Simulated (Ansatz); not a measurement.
**Stability checks on a candidate for LiH**

The cell was found from a structure generator's guess, not taken from experiment.

Computed with DFT PBE, scalar-relativistic, plane waves, PAW (Ansatz). Cutoff 420 eV, Γ-centred 10×10×1 mesh (2-atom cell), Gaussian smearing of 0.02 eV, no spin polarisation.

This is a two-dimensional sheet: the third axis spans vacuum and isn't periodic.

```cif
data_structure
_symmetry_space_group_name_H-M 'P 1'
_symmetry_Int_Tables_number 1
_cell_length_a 2.6905
_cell_length_b 2.6905
_cell_length_c 23.8000
_cell_angle_alpha 90.000
_cell_angle_beta 90.000
_cell_angle_gamma 90.000
_cell_volume 172.29
loop_
_atom_site_label
_atom_site_type_symbol
_atom_site_fract_x
_atom_site_fract_y
_atom_site_fract_z
_atom_site_occupancy
Li1 Li 0.50000 0.50000 0.29412 1
H1 H 0.00000 0.00000 0.29412 1
```

The zero of energy is the elements' standard structures at the same level (H₂ as a molecule); no fitted shifts are applied.

Problem. These tests were run: energy against the elements; random kick, then relaxation without symmetry; phonons on a 2×2×1 q mesh. What do they show?

Solution.

```json
{"test": "energy against the elements", "result": "−0.240 eV/atom"}
{"test": "random kick, then relaxation without symmetry", "result": "returns"}
{"test": "phonons on a 2×2×1 q mesh", "result": "imaginary modes down to 538i cm⁻¹"}
```

It fails one test: phonons on a 2×2×1 q mesh. So it isn't even a local minimum.

With hydrogen, zero-point motion can shift formation energies by some tens of meV/atom. The kick test ran on a coarse mesh. The run for the phonons used a 10×10×1 k mesh.
